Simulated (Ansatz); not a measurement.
The system is PtS2.

```
Pt S
1.0
     3.54320    0.00000    0.00000
    -1.77160    3.06850    0.00000
     0.00000    0.00000    5.03880
Pt S
1 2
Cartesian
  0.0000 0.0000 0.0000
  1.7716 1.0228 3.8950
  0.0000 2.0457 1.1438
```

Base run:

* Program: Ansatz 0.2.0
* Functional: HSE06
* Potentials or basis: Ansatz PAW
* Cutoff: 420 eV (not typed: the program's choice for these potentials)
* k mesh: 6 × 6 × 4
* Occupations: fermi-dirac, width 0.05 eV
* Spin: no spin polarisation

Its results: band gap on the k mesh 1.67 eV, indirect (least direct gap 2.24 eV); pressure 7.0 GPa; largest force 0.886 eV/Å.

Q: The run is repeated on the same cell with these changes: functional from HSE06 to PBE0. What comes out?

A: Band gap on the k mesh 2.33 eV, indirect (least direct gap 2.91 eV); pressure 7.0 GPa; largest force 0.892 eV/Å.

Caveats: spin-orbit coupling is left out, which moves the levels of the heavy elements; the PAW data sets come from PBE, with cores solved anew for the run's functional, which leaves a small shift of forces and pressure; the thresholds are loose for stress.

A k mesh can miss the band edges.
